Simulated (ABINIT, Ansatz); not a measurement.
**Si: 3 runs at one level of theory**

```
Si
1.0
     2.54662   -0.01755   -0.00396
    -0.01755    2.48769    0.00079
    -0.00396    0.00079    2.56277
Si
1
Direct
  0.49795 0.50142 0.48626
```

This isn't the form of Si at room conditions, which is diamond.

The given cell was strained at random by a few per cent at fixed volume.

Alike in all runs: task single point; functional PBE; k mesh 10 × 10 × 10; occupations fermi-dirac, width 0.05 eV; no spin polarisation; no spin-orbit coupling. Pressure is positive in compression and, in plane waves, holds the error of the finite cutoff, which Ansatz's Pulay term estimates and takes out.

```csv
program and potentials,plane-wave cutoff (eV),notes,band gap (eV),pressure (GPa),energy over the undisturbed cell (meV/atom)
"ABINIT, JTH PAW PBE v2.0",408,-,no gap,0.43,9.56
"Ansatz, Ansatz PAW (earlier soft set)",420,-,no gap,0.46,9.59
"Ansatz, all-electron LAPW, scalar-relativistic",-,-,no gap,0.47,-
```

None finds a gap. The pressure spans 0.43 (ABINIT, JTH PAW PBE v2.0) to 0.47 GPa (Ansatz, all-electron LAPW, scalar-relativistic), with all-electron results at 0.47.

Differences between rows come from potentials, basis sets and numerical settings, since the functional is the same but for its coding. Runs on potential files found faulty are left out.
